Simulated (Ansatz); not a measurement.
# TaN (P-6m2) in Ansatz: further runs

One crystal, TaN, is run at these levels: LDA, PBE; tasks: relaxation of cell and atoms.

Program: Ansatz 0.2.0. These are calculated values, not measurements. Logs are shortened: lines on timing, memory, paths and dates and some standing lists are left out, and cuts for length are marked.

### 1 Starting point

Symmetry: P-6m2, No. 187, hexagonal system. The conventional cell has a = 2.938 Å, b = 2.938 Å, c = 2.883 Å, α = 90.00°, β = 90.00°, γ = 120.00°. Ta (site symmetry -6m2) is surrounded by 6 N at 2.23 Å. N (site symmetry -6m2) is surrounded by 6 Ta at 2.23 Å.

### 2 Relaxation of cell and atoms, LDA

Contents of input.yaml:

```yaml
crystal:
  lattice:
    - [2.93800111, 0.0, 0.0]
    - [-1.46900055, 2.5443836, 0.0]
    - [0.0, 0.0, 2.88300221]
  atoms:
    - { symbol: Ta, position: [0.3333333333, 0.6666666667, 0.5] }
    - { symbol: "N", position: [0.0, 0.0, 0.0] }
hamiltonian:
  xc: lda
  pseudopotentials: { kind: paw }
kpoints:
  mp_grid: { grid: [10, 10, 9] }
scf:
  occupations: { method: fermi_dirac, width: 0.05 }
output:
  forces: true
  stress: true
  eigenvalues: true
relax:
  f_tol: 0.01
  max_steps: 40
  cell: { stress_tol: 0.05 }
```

Potentials or basis: Ansatz PAW.

Launch:

```bash
> ansatz run input.yaml --threads 2 --pin off --max-ram 5632MiB --backend cpu --events-out ev --progress --plain --runs-dir out
```

Output:

```text
Warning: RAYON_NUM_THREADS=2 ignored (pool sized by the plan → 2); use --threads N
Engine: ansatz 0.2.0, aarch64-unknown-linux-gnu
Pseudopotentials: kind: paw
Pseudopotential: Ta, paw, valence charge 13, recommended cutoff 420 eV (normal), Ta.paw.azcp
Pseudopotential: N, paw, valence charge 5, recommended cutoff 420 eV (normal), N.paw.azcp
Functional definition: SPW92
  exchange = slater_x
  correlation = pw_c
Crystal: 2 atoms, lattice volume = 21.552 Å³
Basis set: ecut = 420 eV, 405 PW (Γ)
Bands: 13, of which v1, the nominal top of the filled ones, is band 9 counted from 1 (8 counted from 0)
Symmetry: 12 space group operations
Space group: P-6m2 (ITA 187), of the structure as read, at distance tolerance 2.8e-5 Å
k-points: 70 of 900 (time reversal used)
Non-local potential: Ta, projectors of the file, l = 0: 3, l = 1: 2, l = 2: 2, l = 3: 1
Non-local potential: N, projectors of the file, l = 0: 2, l = 1: 2, l = 2: 1
PAW form: soft (Blöchl's): semilocal exchange-correlation on the pseudo side does not see the compensation charge
PAW frozen core: Ta, regenerated for the run's functional, and the local potential with it (the file was generated under x = pbe(κ = 0.804, μ = 0.2195149727645171), c = pbe(β = 0.06672455060314922))
PAW frozen core: N, regenerated for the run's functional, and the local potential with it (the file was generated under x = pbe(κ = 0.804, μ = 0.2195149727645171), c = pbe(β = 0.06672455060314922))
PAW one-centre angular grid: Ta, 590 points (default); XC on 64 Gauss nodes
PAW one-centre angular grid: N, 110 points (default); XC on 64 Gauss nodes
Initial density: superposition of atomic densities (neutral atoms: chi_scale 0, normalization atom), corrected by the library's trained network
Initial wavefunctions: pseudopotential atomic-orbital guess
Functional: x = slater, c = lda
SCF iter   1: F=—  HF=-10059.261825 eV  |F-HF|=—  |Δ(HF+E_count)|=         —  Δρ=1.52e-2  dr2=5.24e-2  ethr=1.77e-3  ⟨swp⟩=6.1  Hψ=4719  notcnv=0
preconditioner: auto → none  [insulator: Δε(μ)=0.295 eV  Ē_g=10.877 eV  σ=0.050 eV  W_gap=0.90  n_scr=8 (ndim 8)  ℏωp=25.3 eV  f_vac=0.000  D(μ)=0.03/eV (n_scr^D=0)  ε∞_Penn≈6.4]
SCF iter   2: F=—  HF=-10059.251909 eV  |F-HF|=—  |Δ(HF+E_count)|=   9.92e-3  Δρ=5.79e-3  dr2=7.12e-3  ethr=2.91e-4  ⟨swp⟩=2.0  Hψ=1646  notcnv=0
SCF iter   3: F=—  HF=-10059.250338 eV  |F-HF|=—  |Δ(HF+E_count)|=   1.57e-3  Δρ=7.38e-4  dr2=6.59e-5  ethr=3.96e-5  ⟨swp⟩=2.5  Hψ=1197  notcnv=0
SCF iter   4: F=—  HF=-10059.250328 eV  |F-HF|=—  |Δ(HF+E_count)|=   9.52e-6  Δρ=1.15e-4  dr2=1.15e-6  ethr=3.66e-7  ⟨swp⟩=2.3  Hψ=1290  notcnv=0
iter 5 did not close the SCF: its close was put off for the readings that it lacked (scf_convergence_deferred on its scf_iter line)
SCF iter   5: F=-10059.250329 eV  HF=-10059.250329 eV  |F-HF|=3.08e-9  |Δ(HF+E_count)|=   1.53e-7  Δρ=1.44e-5  dr2=1.45e-8  ethr=6.39e-9  ⟨swp⟩=2.7  Hψ=1378  notcnv=0
SCF iter   6: F=-10059.250329 eV  HF=-10059.250329 eV  |F-HF|=4.37e-11  |Δ(HF+E_count)|=   4.40e-9  Δρ=1.23e-6  dr2=1.53e-10  ethr=8.07e-11  ⟨swp⟩=2.2  Hψ=3013  notcnv=0
SCF 1 converged in 6 iterations: F = -10059.250329 eV  dr2 = 1.53e-10
relax step   1: F+E_penalty+E_count = -10059.25032855 eV  Δ(F+E_penalty+E_count) = +0.000e0 eV  max|allowed force component| = 5.551e-17 eV/Å  Δτ_max = 0.0000 Å  P = -11.571 GPa  Ω = 21.552 Å³  (6 SCF iters, dr2 threshold 1.00e-7 eV, accepted)
Crystal: 2 atoms, lattice volume = 20.445 Å³
Initial density: handed on by an earlier stage of this run
Initial wavefunctions: those handed on with the density
iter 1 solved again at ethr=5.25e-5 eV; its pass at ethr=3.10e-3 eV (dr2=9.45e-3 eV) is discarded
SCF iter   1: F=—  HF=-10059.268708 eV  |F-HF|=—  |Δ(HF+E_count)|=         —  Δρ=7.67e-3  dr2=9.93e-3  ethr=5.25e-5  ⟨swp⟩=1.0  Hψ=5904  notcnv=0
preconditioner: auto → none  [insulator: Δε(μ)=0.328 eV  Ē_g=11.471 eV  σ=0.050 eV  W_gap=0.92  n_scr=8 (ndim 8)  ℏωp=26.0 eV  f_vac=0.000  D(μ)=0.02/eV (n_scr^D=0)  ε∞_Penn≈6.1]
SCF iter   2: F=—  HF=-10059.265992 eV  |F-HF|=—  |Δ(HF+E_count)|=   2.72e-3  Δρ=1.99e-3  dr2=6.54e-4  ethr=5.25e-5  ⟨swp⟩=2.0  Hψ=1512  notcnv=0
SCF iter   3: F=—  HF=-10059.265948 eV  |F-HF|=—  |Δ(HF+E_count)|=   4.38e-5  Δρ=4.11e-4  dr2=1.71e-5  ethr=3.64e-6  ⟨swp⟩=2.0  Hψ=1193  notcnv=0
[... 72 lines left out ...]
iter 3 did not close the SCF: its close was put off for the readings that it lacked (scf_convergence_deferred on its scf_iter line)
SCF iter   3: F=-10059.275940 eV  HF=-10059.275940 eV  |F-HF|=4.37e-10  |Δ(HF+E_count)|=   4.79e-9  Δρ=3.31e-6  dr2=1.14e-9  ethr=2.42e-10  ⟨swp⟩=2.0  Hψ=1188  notcnv=0
iter 4 did not close the SCF: its close was put off for the readings that it lacked (scf_convergence_deferred on its scf_iter line)
SCF iter   4: F=-10059.275940 eV  HF=-10059.275940 eV  |F-HF|=4.00e-11  |Δ(HF+E_count)|=  6.42e-10  Δρ=5.47e-7  dr2=5.77e-11  ethr=6.35e-12  ⟨swp⟩=2.4  Hψ=1438  notcnv=0
iter 5 did not close the SCF: its close was put off for the readings that it lacked (scf_convergence_deferred on its scf_iter line)
SCF iter   5: F=-10059.275940 eV  HF=-10059.275940 eV  |F-HF|=1.82e-12  |Δ(HF+E_count)|=  2.00e-11  Δρ=1.32e-7  dr2=3.64e-12  ethr=1.00e-12  ⟨swp⟩=1.9  Hψ=1255  notcnv=0
SCF iter   6: F=-10059.275940 eV  HF=-10059.275940 eV  |F-HF|=0.00e0  |Δ(HF+E_count)|=  1.82e-12  Δρ=1.17e-8  dr2=1.27e-14  ethr=1.00e-12  ⟨swp⟩=1.0  Hψ=2100  notcnv=0
SCF 7 converged in 6 iterations: F = -10059.275940 eV  dr2 = 1.27e-14
relax step   7: F+E_penalty+E_count = -10059.27593970 eV  Δ(F+E_penalty+E_count) = -3.635e-5 eV  max|allowed force component| = 1.018e-16 eV/Å  Δτ_max = 0.0000 Å  P = -0.001 GPa  Ω = 20.864 Å³  energy of the carried Pulay correction = +3.206e-5 eV  (6 SCF iters, dr2 threshold 6.48e-8 eV, accepted)
iter 1 solved again at ethr=1.10e-7 eV; its pass at ethr=3.10e-3 eV (dr2=1.98e-5 eV) is discarded
SCF iter   1: F=—  HF=-10059.275923 eV  |F-HF|=—  |Δ(HF+E_count)|=         —  Δρ=1.84e-6  dr2=3.01e-10  ethr=1.10e-7  ⟨swp⟩=3.1  Hψ=7303  notcnv=0
eigensolver tolerance schedule: the retry pair's looser diagonalisation over-reported the residual by 65762.04 of it (diagonalisation noise at an unbounded share of the residual, at the tolerance the schedule requests for it); recorded, not acted on — ethr = c·dr2/N_el stays at c = 1.0e-1
SCF iter   2: F=—  HF=-10059.275923 eV  |F-HF|=—  |Δ(HF+E_count)|=   5.39e-7  Δρ=9.25e-7  dr2=7.53e-11  ethr=1.67e-12  ⟨swp⟩=3.7  Hψ=2150  notcnv=0
SCF iter   3: F=—  HF=-10059.275923 eV  |F-HF|=—  |Δ(HF+E_count)|=  5.46e-12  Δρ=5.56e-7  dr2=2.06e-11  ethr=1.00e-12  ⟨swp⟩=1.0  Hψ=910  notcnv=0
iter 4 did not close the SCF: its close was put off for the readings that it lacked (scf_convergence_deferred on its scf_iter line)
SCF iter   4: F=-10059.275923 eV  HF=-10059.275923 eV  |F-HF|=3.64e-12  |Δ(HF+E_count)|=  3.64e-12  Δρ=4.05e-8  dr2=2.76e-13  ethr=1.00e-12  ⟨swp⟩=1.0  Hψ=910  notcnv=0
iter 5 did not close the SCF: its close was put off for the readings that it lacked (scf_convergence_deferred on its scf_iter line)
SCF iter   5: F=-10059.275923 eV  HF=-10059.275923 eV  |F-HF|=3.64e-12  |Δ(HF+E_count)|=  5.46e-12  Δρ=1.59e-8  dr2=4.25e-14  ethr=1.00e-12  ⟨swp⟩=1.0  Hψ=910  notcnv=0
iter 6 did not close the SCF: its close was put off for the readings that it lacked (scf_convergence_deferred on its scf_iter line)
SCF iter   6: F=-10059.275923 eV  HF=-10059.275923 eV  |F-HF|=5.46e-12  |Δ(HF+E_count)|=  5.46e-12  Δρ=9.56e-9  dr2=2.00e-14  ethr=1.00e-12  ⟨swp⟩=1.0  Hψ=910  notcnv=0
iter 7 did not close the SCF: its close was put off for the readings that it lacked (scf_convergence_deferred on its scf_iter line)
SCF iter   7: F=-10059.275923 eV  HF=-10059.275923 eV  |F-HF|=0.00e0  |Δ(HF+E_count)|=  5.46e-12  Δρ=2.01e-9  dr2=6.16e-16  ethr=1.00e-12  ⟨swp⟩=1.0  Hψ=910  notcnv=0
SCF iter   8: F=-10059.275923 eV  HF=-10059.275923 eV  |F-HF|=0.00e0  |Δ(HF+E_count)|=  1.82e-12  Δρ=4.63e-10  dr2=3.11e-17  ethr=1.00e-12  ⟨swp⟩=2.0  Hψ=2409  notcnv=0
SCF 8 converged in 8 iterations: F = -10059.275923 eV  dr2 = 3.11e-17
relax step   8: F+E_penalty+E_count = -10059.27592269 eV  Δ(F+E_penalty+E_count) = +1.701e-5 eV  max|allowed force component| = 5.551e-17 eV/Å  Δτ_max = 0.0000 Å  P = -0.002 GPa  Ω = 20.864 Å³  stress off target by 2.19e-3 GPa  SCF on the basis re-selected at this cell (its energy is not comparable with the rows above)  (8 SCF iters)
basis re-selected at this cell: Δ(F+E_penalty+E_count) = +1.701e-5 eV, ΔP = -0.001 GPa vs the last step (what re-selecting the basis moved, of the pressure what is left beyond the Pulay correction that the steps carried, after the strain that the cell walked since its last selection, with what the two solves' SCF thresholds leave and, on support functions, any second-order correction that the steps lacked; it is no measure of the basis error at this ecutwfc). This SCF's stress stands 2.19e-3 GPa from its target on what of the cell is left free (relax.cell.stress_tol is 5.00e-2 GPa) and its largest allowed force component is 5.55e-17 eV/Å (relax.f_tol is 1.00e-2 eV/Å): within both
SCF converged after 8 iterations
Free energy (F): -10059.275923 eV
Harris-Foulkes:  -10059.275923 eV  (|F-HF|=0.00e0)
Internal energy: -10059.275608 eV  (E = F + TS)
E sigma→0 (E₀):  -10059.275765 eV
Entropy (-TS):   -0.000314 eV (-0.157 meV/atom)
Fermi energy:    20.628349 eV
--- Per-component energies (eV) ---
  E_band       = -45.288663
  E_kinetic    = 501.696301
  E_local      = -588.127219  (includes V_loc(G=0)·N_el)
  E_nonlocal   = 67.267978
  E_hartree    = 197.992350
  E_xc         = -278.506015
  E_vxc        = -282.875662  (∫ρ·V_xc dr)
  E_paw        = -8267.733526  (= ΣΔE_a)
  E_vpaw       = -139.234981  (= ΣTr[D̂ρ^β])
  E_aug_tail   = 0.000219  (compensation charges beyond the density's cutoff)
  E_ewald      = -1692.204644
  E_core_change = 0.338947  (= ΣΔE_core)
  E_smearing   = -0.000314  (= −TS)
  E_closure    = 0.000000  (closes the sum)
  Σ components = -10059.275923   (vs F -10059.275923, Δ=0.00e0)
--- Forces (eV/Å), atoms counted from 1 ---
  atom   1  Ta     0.00000000     0.00000000     0.00000000
  atom   2  N      0.00000000     0.00000000     0.00000000
  max |Σ_I F_I| component: 1.85e-16 eV/Å
--- Stress (GPa, compression-positive) ---
       -0.002187       0.000000      -0.000000
        0.000000      -0.002187      -0.000000
       -0.000000      -0.000000      -0.001212
  P = ⅓ Tr σ = -0.0019 GPa (-0.019 kbar)
--- Band table (eV; the first three rows and the last of 70) ---
  k-point 0: bands = ["-47.7124", "-14.0524", "-13.7749", "-13.7749", "2.8044", "15.8922", "15.8922", "16.2494", "17.6597", "23.1518", "24.3079", "24.3079", "24.7179"]
  k-point 1: bands = ["-47.7054", "-14.1847", "-13.7642", "-13.7642", "3.0777", "15.4482", "15.9965", "15.9965", "18.3400", "23.0051", "23.0051", "23.5681", "25.5402"]
  k-point 2: bands = ["-47.6879", "-14.5069", "-13.7370", "-13.7370", "3.8097", "13.9299", "16.2647", "16.2647", "19.8017", "21.6528", "21.6528", "24.5717", "25.5254"]
  k-point 69: bands = ["-47.5589", "-14.7378", "-14.5279", "-14.3098", "4.9497", "12.2597", "13.9096", "16.5379", "20.1468", "25.2969", "25.7826", "27.3810", "28.1581"]
--- Relaxed structure (6 steps of the walk, 6 accepted, 2 SCFs on fresh bases) ---
  F+E_penalty+E_count = -10059.27592269 eV   max|allowed force component| = 5.551e-17 eV/Å   (the final SCF, on the basis selected at the relaxed cell)
  cell:  # Å, volume = 20.8638 Å³
    - [2.906736531167373, -2.8560321572852493e-9, 0.0]
    - [-1.4533682631102902, 2.5173076795272187, 0.0]
    - [0.0, 0.0, 2.851352158014202]
  atoms:
    - { symbol: Ta, position: [0.3333333333333333, 0.6666666666666666, 0.49999999999999994] }
    - { symbol: N, position: [0.0, -2.7755575615628907e-17, 0.0] }
```

Wall time 12 s (2 threads of Arm Neoverse V1, shared host); peak memory 0.3 GiB.

What came out:

* Free energy: -10059.2759 eV
* Relaxed volume: 10.43 Å³/atom
* Relaxed cell: a = 2.907 Å, b = 2.907 Å, c = 2.851 Å, α = 90.00°, β = 90.00°, γ = 120.00°
* Space group after relaxing (to 0.05 Å): P-6m2 (No. 187)
* Energy gained by relaxing: 12.8 meV/atom
* Ionic steps: 8
* Pressure after relaxing: 0.0 GPa
* Band gap on the k mesh: none (metal or under the smearing width)

Step by step:
```csv
step,energy change (eV),largest force (eV/Å),volume (Å³)
1,0.0000,0.0000,21.55
2,-0.0156,0.0000,20.44
3,-0.0271,0.0000,20.88
4,-0.0277,0.0000,20.88
5,-0.0277,0.0000,20.87
6,-0.0256,0.0000,20.87
7,-0.0256,0.0000,20.86
8,-0.0256,0.0000,20.86
```

Final structure:
```yaml
crystal:
  lattice:
    - [2.90674, 0.00000, 0.00000]
    - [-1.45337, 2.51731, 0.00000]
    - [0.00000, 0.00000, 2.85135]
  atoms:
    - { symbol: Ta, position: [0.33333, 0.66667, 0.50000] }
    - { symbol: N, position: [0.00000, 0.00000, 0.00000] }
```

Levels at points of the mesh, in eV from the Fermi level:
```
            k point  band 6  band 7  band 8  band 9  band 10  band 11  band 12  band 13
 (0.00, 0.00, 0.00)   -4.74   -4.74   -4.38   -2.97     2.52     3.68     3.68     4.09
(0.00, -0.50, 0.00)   -8.47   -5.38   -3.64   -3.24     3.05     4.17     5.32     5.47
```

Caveat: the plane-wave basis is chosen anew once the cell has moved, so the energies of steps on either side of that aren't comparable; the pressure holds a Pulay correction of +0.6 GPa for the finite cutoff; the PAW data sets come from PBE, with cores solved anew for the run's functional, which leaves a small shift of forces and pressure.

### 3 Relaxation of cell and atoms, PBE

Edit input.yaml of step 2 so:

```diff
@@ -9,3 +9,3 @@
 hamiltonian:
-  xc: lda
+  xc: pbe
   pseudopotentials: { kind: paw }
```

Potentials or basis: Ansatz PAW.

Launch:

```bash
> ansatz run input.yaml --threads 2 --pin off --max-ram 5632MiB --backend cpu --events-out ev --progress --plain --runs-dir out
```

Wall time 11 s (2 threads of Arm Neoverse V1, shared host); peak memory 0.31 GiB.

It converged, with:

| Item | Value |
| --- | --- |
| Free energy | -10318.5301 eV |
| Relaxed volume | 10.92 Å³/atom |
| Relaxed cell | a = 2.950 Å, b = 2.950 Å, c = 2.897 Å, α = 90.00°, β = 90.00°, γ = 120.00° |
| Space group after relaxing (to 0.05 Å) | P-6m2 (No. 187) |
| Energy gained by relaxing | 2.1 meV/atom |
| Ionic steps | 7 |
| Pressure after relaxing | 0.0 GPa |
| Band gap on the k mesh | none (metal or under the smearing width) |

Step by step:
```tsv
step	energy change (eV)	largest force (eV/Å)	volume (Å³)
1	0.0000	0.0000	21.55
2	-0.0014	0.0000	22.00
3	-0.0031	0.0000	21.84
4	-0.0034	0.0000	21.84
5	-0.0042	0.0000	21.84
6	-0.0042	0.0000	21.84
7	-0.0042	0.0000	21.84
```

Final structure:
```
CELL_PARAMETERS angstrom
2.95033 0.00000 0.00000
-1.47516 2.55506 0.00000
0.00000 0.00000 2.89749
ATOMIC_POSITIONS crystal
Ta 0.33333 0.66667 0.50000
N 0.00000 0.00000 0.00000
```

Levels at points of the mesh, in eV from the Fermi level:
```tsv
k point	band 7	band 8	band 9	band 10	band 11	band 12
(0.00, 0.00, 0.00)	-4.57	-4.21	-2.99	2.04	3.44	3.44
(0.00, -0.50, 0.00)	-5.20	-3.49	-3.23	2.90	3.88	5.06
```

Caveat: the plane-wave basis is chosen anew once the cell has moved, so the energies of steps on either side of that aren't comparable; the pressure holds a Pulay correction of +0.5 GPa for the finite cutoff.
